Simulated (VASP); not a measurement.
A run of VASP 6.6.1 is set up as follows.

Contents of INCAR:

```
SYSTEM = CdSe
  ALGO = Normal
  EDIFF = 1E-7
  EDIFFG = -0.001
  ENCUT = 600
  GGA = PS
  IBRION = 2
  ISIF = 3
  ISMEAR = 0
  LASPH = .True.
  LCHARG = .False.
  LREAL = .False.
  LWAVE = .False.
  NELM = 100
  NSW = 80
  PREC = Accurate
  SIGMA = 0.01
```

Contents of KPOINTS:

```
k-points
0
Gamma
  10 10 10
  0 0 0
```

Contents of POSCAR:

```
CdSe
1.0
    0.0000000000      3.0413095961      3.0413095961
    3.0413095961      0.0000000000      3.0413095961
    3.0413095961      3.0413095961      0.0000000000
Cd Se
1 1
Direct
    0.0000000000      0.0000000000      0.0000000000
    0.7500000000      0.7500000000      0.7500000000
```

Potentials or basis: VASP PAW PBE potentials, release 64 (Cd, Se).

Launch:

```console
$ cat potpaw_PBE.64/Cd/POTCAR potpaw_PBE.64/Se/POTCAR > POTCAR
$ mpirun -np 1 vasp_std > vasp.out
```

(1) What does it give for the space group after relaxing (to 0.05 Å)?

(2) Estimate the relaxed volume.

Answers

(1) F-43m (No. 216).

(2) 28.27 Å³/atom.

Caveat: the PAW data sets were made with another functional, which shifts forces and pressure a little.
